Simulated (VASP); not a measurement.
# Pt (Fd-3m) in VASP: notebook

The runs below take Pt through relaxation of cell and atoms, single point, with PBE.

Everything below comes from runs of VASP 6.6.1. Logs are shortened: lines on timing, memory, paths and dates and some standing lists are left out, and cuts for length are marked.

## Step 1: The structure

The structure is cubic, space group Fd-3m (No. 227). The conventional cell has a = 5.248 Å, b = 5.248 Å, c = 5.248 Å, α = 90.00°, β = 90.00°, γ = 90.00°. Pt (site symmetry -43m) is surrounded by 4 Pt at 2.27 Å.

The cell was built by a generator and needn't be a form met in nature.

## Step 2: Relaxation of cell and atoms, PBE (random cell with space group Fmm2 (No. 42))

Contents of INCAR:

```
SYSTEM = Pt
PREC = Accurate
ENCUT = 600
EDIFF = 1E-6
ISMEAR = 0
SIGMA = 0.1
LREAL = .FALSE.
LASPH = .TRUE.
NELM = 100
ALGO = Normal
ISIF = 3
LWAVE = .FALSE.
LCHARG = .FALSE.
GGA = PE
IBRION = 2
NSW = 90
EDIFFG = -0.04
```

Contents of KPOINTS:

```
regular mesh
0
G
  4 4 4
  0 0 0
```

Contents of POSCAR:

```
Pt
1.0
    0.0000000000      3.9970173898      3.2105490081
    3.6898254328      0.0000000000      3.2105490081
    3.6898254328      3.9970173898      0.0000000000
Pt
5
Direct
    0.7658600000      0.2658600000      0.2341400000
    0.2658600000      0.7658600000      0.7341400000
    0.8221700000      0.4888300000      0.5111700000
    0.4888300000      0.8221700000      0.1778300000
    0.9289700000      0.9289700000      0.0710300000
```

Potentials or basis: VASP PAW PBE potentials, release 64 (Pt).

On the command line:

```
> cat potpaw_PBE.64/Pt/POTCAR > POTCAR
> mpirun -np 1 vasp_std > vasp.out
```

OUTCAR:

```text
SYSTEM = Pt
   PREC = Accurate
   ENCUT = 600
   EDIFF = 1E-6
   ISMEAR = 0
   LREAL = .FALSE.
   LASPH = .TRUE.
   NELM = 100
   ISIF = 3
   GGA = PE
   IBRION = 2
   NSW = 90
   EDIFFG = -0.04

 ion  position               nearest neighbor table
   1  0.766  0.266  0.234-   5 1.93   3 2.45   4 2.45   2 3.21   2 3.21   5 3.23   3 3.25   4 3.25
                             4 3.36   3 3.36
   2  0.266  0.766  0.734-   5 1.93   3 2.45   4 2.45   1 3.21   1 3.21   5 3.23   4 3.25   3 3.25
                             4 3.36   3 3.36
   3  0.822  0.489  0.511-   5 2.20   1 2.45   2 2.45   4 2.66   5 3.04   1 3.25   2 3.25   2 3.36
                             1 3.36   4 3.48   4 3.48
   4  0.489  0.822  0.178-   5 2.20   1 2.45   2 2.45   3 2.66   5 3.04   2 3.25   1 3.25   1 3.36
                             2 3.36   3 3.48   3 3.48
   5  0.929  0.929  0.071-   1 1.93   2 1.93   3 2.20   4 2.20   4 3.04   3 3.04   1 3.23   2 3.23

  LATTYP: Found a face centered orthorhombic cell.
 ALAT       =     6.4210980162
 B/A-ratio  =     1.1492817657
 C/A-ratio  =     1.2449638301

  Lattice vectors:

 A1 = (   3.6898254328,   3.9970173898,   0.0000000000)
 A2 = (   0.0000000000,   3.9970173898,   3.2105490081)
 A3 = (   3.6898254328,   0.0000000000,   3.2105490081)

Analysis of symmetry for initial positions (statically):
=====================================================================
 Subroutine PRICEL returns:
 Original cell was already a primitive cell.

 Routine SETGRP: Setting up the symmetry group for a
 face centered orthorhombic supercell.

 Subroutine GETGRP returns: Found  4 space group operations
 (whereof  4 operations were pure point group operations)
 out of a pool of  8 trial point group operations.

The static configuration has the point symmetry C_2v.

Analysis of symmetry for dynamics (positions and initial velocities):
=====================================================================
 Subroutine PRICEL returns:
 Original cell was already a primitive cell.

 Routine SETGRP: Setting up the symmetry group for a
 face centered orthorhombic supercell.

 Subroutine GETGRP returns: Found  4 space group operations
 (whereof  4 operations were pure point group operations)
 out of a pool of  8 trial point group operations.

The dynamic configuration has the point symmetry C_2v.

 Subroutine INISYM returns: Found  4 space group operations
 (whereof  4 operations are pure point group operations),
 and found     1 'primitive' translations

----------------------------------------------------------------------------------------

                                     Primitive cell

  volume of cell :      94.7003

  direct lattice vectors                    reciprocal lattice vectors
     0.000000000  3.997017390  3.210549008    -0.135507766  0.125093276  0.155736604
     3.689825433  0.000000000  3.210549008     0.135507766 -0.125093276  0.155736604
     3.689825433  3.997017390  0.000000000     0.135507766  0.125093276 -0.155736604

  length of vectors
     5.126770226  4.891056804  5.439757324     0.241380555  0.241380555  0.241380555

  position of ions in fractional coordinates (direct lattice)
     0.765860000  0.265860000  0.234140000
     0.265860000  0.765860000  0.734140000
     0.822170000  0.488830000  0.511170000
     0.488830000  0.822170000  0.177830000
     0.928970000  0.928970000  0.071030000

  ion indices of the primitive-cell ions
   primitive index   ion index
                 1           1
                 2           2
                 3           3
                 4           4
                 5           5

----------------------------------------------------------------------------------------

 KPOINTS: regular mesh

Automatic generation of k-mesh.
 Grid dimensions read from file:
 generate k-points for:    4    4    4

 Generating k-lattice:

  Cartesian coordinates                     Fractional coordinates (reciprocal lattice)
    -0.033876941  0.031273319  0.038934151     0.250000000  0.000000000  0.000000000
     0.033876941 -0.031273319  0.038934151     0.000000000  0.250000000  0.000000000
     0.033876941  0.031273319 -0.038934151     0.000000000  0.000000000  0.250000000

  Length of vectors
     0.060345139  0.060345139  0.060345139

  Shift w.r.t. Gamma in fractional coordinates (k-lattice)
     0.000000000  0.000000000  0.000000000

 Subroutine IBZKPT returns following result:
 ===========================================

 Found     18 irreducible k-points:

 Following reciprocal coordinates:
            Coordinates               Weight
  0.000000  0.000000  0.000000      1.000000
  0.250000  0.000000  0.000000      8.000000
  0.500000  0.000000  0.000000      4.000000
  0.250000  0.250000  0.000000      2.000000
  0.500000  0.250000  0.000000      8.000000
 -0.250000  0.250000  0.000000      4.000000
[... 10 lines left out ...]
 -0.250000  0.250000  0.500000      2.000000
  0.000000  0.500000  0.500000      1.000000
   k-points           NKPTS =     18   k-points in BZ     NKDIM =     18   number of bands    NBANDS=     30
   number of dos      NEDOS =    301   number of ions     NIONS =      5
   total plane-waves  NPLWV =  80640
   dimension x,y,z NGX =    42 NGY =   40 NGZ =   48
   dimension x,y,z NGXF=    84 NGYF=   80 NGZF=   96
   ions per type =               5
   NGX,Y,Z   is equivalent  to a cutoff of  13.62, 13.60, 14.67 a.u.
   NGXF,Y,Z  is equivalent  to a cutoff of  27.24, 27.19, 29.34 a.u.
 SYSTEM =  Pt
   PREC   = accura    normal or accurate (medium, high low for compatibility)
   ISTART =      0    job   : 0-new  1-cont  2-samecut
   ICHARG =      2    charge: 1-file 2-atom 10-const
   ISPIN  =      1    spin polarized calculation?
   LNONCOLLINEAR =      F non collinear calculations
   LSORBIT =      F    spin-orbit coupling
   LASPH  =      T    aspherical Exc in radial PAW
   ENCUT  =  600.0 eV  44.10 Ry    6.64 a.u.  10.24  9.77 10.86*2*pi/ulx,y,z
   NELM   =    100;   NELMIN=  2; NELMDL= -5     # of ELM steps
   EDIFF  = 0.1E-05   stopping-criterion for ELM
   LREAL  =      F    real-space projection
   EDIFFG = -.4E-01   stopping-criterion for IOM
   NSW    =     90    number of steps for IOM
   IBRION =      2    ionic relax: 0-MD 1-quasi-New 2-CG
   NFREE  =      1    steps in history (QN), initial steepest desc. (CG)
   ISIF   =      3    stress and relaxation
   ISYM   =      2    0-nonsym 1-usesym 2-fastsym
   POTIM  = 0.5000    time-step for ionic-motion
   TEBEG  =    0.0;   TEEND  =   0.0 temperature during run
   PSTRESS=    0.0 pullay stress
   NELECT =      50.0000    total number of electrons
   NUPDOWN=      -1.0000    fix difference up-down
   EMIN   =  10.00;   EMAX   =-10.00  energy-range for DOS
   EFERMI =   0.00;   METHOD = LEGACY
   ISMEAR =     0;   SIGMA  =   0.10  broadening in eV -4-tet -1-fermi 0-gaus
   EFERMI_NEDOS =   21; number of points for ismear=-14 and -15
   IALGO  =     38    algorithm
   IMIX   =      4    mixing-type and parameters
     AMIX     =   0.40;   BMIX     =  1.00
     AMIX_MAG =   1.60;   BMIX_MAG =  1.00
  volume/ion in A,a.u.               =      18.94       127.81
  Fermi-wavevector in a.u.,A,eV,Ry     =   1.323166  2.500422 23.820661  1.750769
  Thomas-Fermi vector in A             =   2.452794
   LORBIT       =      0    0 simple, 1 ext, 2 COOP (PROOUT), +10 PAW based schemes
   GGA     = PE    functional components
   LHFCALC =     F    Hartree Fock is set to
   AEXX    =    0.0000 exact exchange contribution
   IVDW    =     0    specifies the selected vdW correction
   LEPSILON=     F    determine dielectric tensor
   LRPA    =     F    only Hartree local field effects (RPA)
 conjugate gradient relaxation of ions
 non-spin polarized calculation
 Gauss-broadening in eV      SIGMA  =   0.10
  energy-cutoff  :      600.00
  volume of cell :       94.70
 maximum number of plane-waves:      3184
 NGX is ok and might be reduce to    42
   NGX = 21   NGY = 19   NGZ = 21

--------------------------------------- Ionic step        1  -------------------------------------------

 number of electron      50.0000001 magnetization

 Free energy of the ion-electron system (eV)
  ---------------------------------------------------
  ext. energy  EPLUGINS =         0.00000000
  ---------------------------------------------------
  free energy    TOTEN  =       -14.33994823 eV

  energy without entropy =      -14.31016607  energy(sigma->0) =      -14.32505715

------------------------ aborting loop because EDIFF is reached ----------------------------------------

  FORCE on cell =-STRESS in cart. coord.  units (eV):
  Direction    XX          YY          ZZ          XY          YZ          ZX
  --------------------------------------------------------------------------------------
  -------------------------------------------------------------------------------------
  Total       84.2453483     20.8409070     33.1981706      0.0000000      0.0000000      0.0000000
  in kB     1425.2969493    352.5949120    561.6601064      0.0000000      0.0000000      0.0000000
  external PRESSURE =     779.8506559 kB  Pullay stress =       0.0000000 kB
[... 98 lines left out ...]
  FREE ENERGIE OF THE ION-ELECTRON SYSTEM (eV)
  ---------------------------------------------------
  free  energy   TOTEN  =       -16.6016082719 eV

  energy  without entropy=      -16.4962090701  energy(sigma->0) =      -16.54890867

 E-fermi :  -0.1444     XC(G=0):  -7.3954

 val. band max:       -0.1485970132   @ k =   0.0000   0.5000   0.5000
 cond. band min:      -0.1161303643   @ k =  -0.2500   0.2500   0.0000
 fundamental gap:      0.0324666489
 Fermi energy:        -0.1443828677

 k-point     1 :       0.0000    0.0000    0.0000
  band No.  band energies     occupation
      1      -4.4171      2.00000
      2      -2.9707      2.00000
      3      -2.8869      2.00000
      4      -2.8146      2.00000
      5      -2.8018      2.00000
      6      -2.7038      2.00000
[... 583 lines left out ...]
     29       1.4736      0.00000
     30       3.3430      0.00000

 E-fermi :   2.6697     XC(G=0):  -9.2836

 val. band max:        2.6684817046   @ k =   0.5000   0.0000   0.0000
 cond. band min:       2.6882260481   @ k =  -0.2500   0.2500   0.0000
 fundamental gap:      0.0197443435
 Fermi energy:         2.6696978018

 k-point     1 :       0.0000    0.0000    0.0000
  band No.  band energies     occupation
      1      -3.4658      2.00000
      2      -1.4997      2.00000
      3      -1.4451      2.00000
      4      -1.3259      2.00000
      5      -1.2716      2.00000
      6      -1.0602      2.00000
[... 583 lines left out ...]
     29       4.3964      0.00000
     30       5.8466      0.00000

 E-fermi :   3.8644     XC(G=0): -10.1677

 val. band max:        3.8593454819   @ k =   0.2500   0.0000   0.0000
 cond. band min:       3.8661860561   @ k =   0.0000   0.2500   0.2500
 fundamental gap:      0.0068405742
 Fermi energy:         3.8643601493

 k-point     1 :       0.0000    0.0000    0.0000
  band No.  band energies     occupation
      1      -2.5965      2.00000
      2      -0.5050      2.00000
      3      -0.1839      2.00000
      4      -0.1391      2.00000
      5       0.0338      2.00000
      6       0.2561      2.00000
[... 583 lines left out ...]
     29       5.5085      0.00000
     30       7.1987      0.00000

[... ionic steps 4 to 39 ...]

--------------------------------------- Ionic step       40  -------------------------------------------

 number of electron      50.0000001 magnetization

------------------------ aborting loop because EDIFF is reached ----------------------------------------

  FORCE on cell =-STRESS in cart. coord.  units (eV):
  Direction    XX          YY          ZZ          XY          YZ          ZX
  --------------------------------------------------------------------------------------
  -------------------------------------------------------------------------------------
  Total       -0.1158031      0.0261398      0.0673519      0.0000000      0.0000000      0.0000000
  in kB       -1.9294916      0.4355374      1.1222052      0.0000000      0.0000000      0.0000000
  external PRESSURE =      -0.1239163 kB  Pullay stress =       0.0000000 kB
[... 63 lines left out ...]
  energy  without entropy=      -27.9981454356  energy(sigma->0) =      -28.01356322

--------------------------------------- Ionic step       42  -------------------------------------------

 number of electron      50.0000001 magnetization

 Free energy of the ion-electron system (eV)
  ---------------------------------------------------
  ext. energy  EPLUGINS =         0.00000000
  ---------------------------------------------------
  free energy    TOTEN  =       -28.02918908 eV

  energy without entropy =      -27.99826182  energy(sigma->0) =      -28.01372545

 E-fermi :   7.5453     XC(G=0): -11.7837

 val. band max:        7.5234928052   @ k =  -0.2500   0.5000   0.2500
 cond. band min:       7.5502034283   @ k =   0.0000   0.5000   0.5000
 fundamental gap:      0.0267106231
 Fermi energy:         7.5452793828

 k-point     1 :       0.0000    0.0000    0.0000
  band No.  band energies     occupation
      1      -1.1006      2.00000
      2       1.8796      2.00000
      3       2.1908      2.00000
      4       2.4350      2.00000
      5       2.6194      2.00000
      6       2.6497      2.00000
[... 615 lines left out ...]
  FREE ENERGIE OF THE ION-ELECTRON SYSTEM (eV)
  ---------------------------------------------------
  free  energy   TOTEN  =       -28.0291890799 eV

  energy  without entropy=      -27.9982618189  energy(sigma->0) =      -28.01372545

 reached required accuracy - stopping structural energy minimisation
```

Run time: 23 min. Hardware: 1 thread of Intel Xeon 6975P-C (Granite Rapids), shared host; peak memory 0.35 GiB.

Results:

```yaml
Free_energy: -28.0292 eV
Relaxed_volume: 19.23 Å³/atom
Relaxed_cell: a = 5.200 Å, b = 4.948 Å, c = 6.310 Å, α = 53.37°, β = 49.79°, γ = 76.84°
Space_group_after_relaxing_to_0.05_Å: Fmmm (No. 69)
Energy_gained_by_relaxing: 2737.8 meV/atom
Ionic_steps: 42
Pressure_after_relaxing: 0.0 GPa
Largest_force_after_relaxing: 0.020 eV/Å
Band_gap_on_the_k_mesh: none (metal or under the smearing width)
```

Forces on the atoms (eV/Å):
```
Pt  -0.016  0.000 -0.010
Pt   0.016  0.000 -0.010
Pt   0.000 -0.013  0.000
Pt   0.000  0.013  0.000
Pt   0.000  0.000  0.020
```

Stress tensor (GPa, compression positive):
```
 0.17  0.00  0.00
 0.00 -0.08  0.00
 0.00  0.00 -0.20
```

The path:
```
step  energy change (eV)  largest force (eV/Å)  pressure (GPa)  volume (Å³)
   1              0.0000               17.9665           77.99        94.70
   3             -2.2617                2.7059          -10.81       241.49
   5             -7.9292                0.9076          -11.55       150.11
   7             -9.5682                5.0210            3.17       118.68
   9            -10.0132                0.8549          -17.03       129.12
  11            -11.7494                1.1022           -2.65       105.65
  13            -12.2444                0.8054            6.63        96.05
  15            -12.7464                0.9155           -0.51        98.58
  17            -13.1010                0.7687           -0.64        98.20
  19            -13.2846                0.5598           -1.32        97.91
  21            -13.3332                0.4698            2.27        95.75
  23            -13.3646                0.4012            0.68        96.56
  25            -13.4237                0.4673           -0.48        97.14
  27            -13.5304                0.9062            0.59        96.57
  29            -13.5690                0.6792            0.43        96.70
  31            -13.5743                0.6613            0.50        96.76
  33            -13.6569                0.3541           -0.87        97.10
  35            -13.6656                0.3088           -1.25        97.24
  37            -13.6786                0.2740            0.96        95.84
  39            -13.6878                0.1657           -0.26        96.26
  41            -13.6890                0.0463           -0.01        96.16
  42            -13.6892                0.0202           -0.04        96.16
```

Final structure:
```
CELL_PARAMETERS angstrom
0.00000 4.60272 2.42036
4.31580 0.00000 2.42036
4.31580 4.60272 0.00000
ATOMIC_POSITIONS crystal
Pt 0.74916 0.35655 0.25083
Pt 0.35655 0.74916 0.64345
Pt 0.76699 0.34606 0.65394
Pt 0.34606 0.76699 0.23301
Pt 0.05292 0.05292 0.94708
```

Caveat: the k mesh is coarse (spacing up to 0.38 Å⁻¹), so the values aren't converged. The run has no spin-orbit coupling, so splittings on Pt are missing.

(Part 1 of 2 ends here.)
